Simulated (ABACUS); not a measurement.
The system is InP.

```
CELL_PARAMETERS angstrom
0.00000 2.93050 2.93050
2.93050 0.00000 2.93050
2.93050 2.93050 0.00000
ATOMIC_POSITIONS crystal
In 0.00000 0.00000 0.00000
P 0.25000 0.25000 0.25000
```

Base run:

```yaml
Program: ABACUS 3.10.1
Functional: rSCAN
Potentials_or_basis: SG15 ONCV 1.2 PBE
Cutoff: 1116 eV
Density_cutoff: 4463 eV
Basis: plane waves
k_mesh: 5 × 5 × 5
Occupations: fermi-dirac, width 0.05 eV
Spin: no spin polarisation
```

Its results: band gap on the k mesh 0.74 eV, direct; pressure 0.3 GPa.

The run is repeated on the same cell with these changes: functional from rSCAN to revTPSS; radial cutoff of the potentials (pseudo_rcut) from 10 bohr to 7 bohr. What comes out?

Band gap on the k mesh 0.75 eV, direct; pressure 2.0 GPa.

Caveats: the potentials were made for another functional, which shifts forces and pressure; spin-orbit coupling is left out, which moves the levels of the heavy elements; an odd mesh through Γ misses points on the zone boundary, where band edges often lie.

Not every run made on this cell is shown here.
